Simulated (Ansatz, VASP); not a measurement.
## Two plane-wave programs on SiC

```
Si C
1.0
     0.00000    2.16438    2.16438
     2.16438    0.00000    2.16438
     2.16438    2.16438    0.00000
Si C
1 1
Direct
  0.00000 0.00000 0.00000
  0.25000 0.25000 0.25000
```

Change from the starting cell: volume scaled by 0.98, ions relaxed.

Alike in both runs: functional PBE; k mesh 17 × 17 × 17; occupations fermi-dirac, width 0.02 eV; no spin polarisation.

Ansatz relaxed the structure, and its values are those at the end. VASP's run is a single point on that final structure, the one shown.

|  | VASP | Ansatz |
| --- | --- | --- |
| version | VASP 6.6.1 | Ansatz 0.2.0 |
| potentials or method | VASP PAW PBE potentials, release 64 (Si, C) | plane-wave PAW, scalar-relativistic |
| plane-wave cutoff (eV) | 520 | 420 |
| valence electrons in the cell | 8 | 8 |

|  | VASP | Ansatz | Ansatz less VASP |
| --- | --- | --- | --- |
| gap on the k mesh at the Fermi level (eV) | 1.38 | 1.38 | +0.003 |
| pressure (GPa) | 7.9 | 8.0 | +0.07 |

Ansatz warned: «stress_scf_threshold_loose».

Caveats: an odd mesh through Γ misses points on the zone boundary, where band edges often lie.
